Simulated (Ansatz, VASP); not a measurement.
Nb in VASP and in Ansatz

```
Nb
1.0
     0.00000    2.14283    2.14283
     2.14283    0.00000    2.14283
     2.14283    2.14283    0.00000
Nb
1
Direct
  0.00000 0.00000 0.00000
```

This isn't the form of Nb at room conditions, which is bcc.

Alike in both runs: task single point; functional PBE; k mesh 11 × 11 × 11; occupations fermi-dirac, width 0.05 eV; no spin polarisation.

|  | VASP | Ansatz |
| --- | --- | --- |
| version | VASP 6.6.1 | Ansatz 0.2.0 |
| potentials or method | VASP PAW PBE potentials, release 64 (Nb_sv) | Ansatz PAW soft_1 |
| plane-wave cutoff (eV) | 520 | 420 |
| valence electrons in the cell | 13 | 13 |

Ansatz gave:

```
gap on the k mesh at the Fermi level (eV) : none
pressure (GPa)                            : -7.5
```

Question: Estimate VASP's values.

Answer: gap on the k mesh at the Fermi level (eV): none; pressure (GPa): -7.8.

A gap of «none» marks a metal or a gap that the smearing closes.
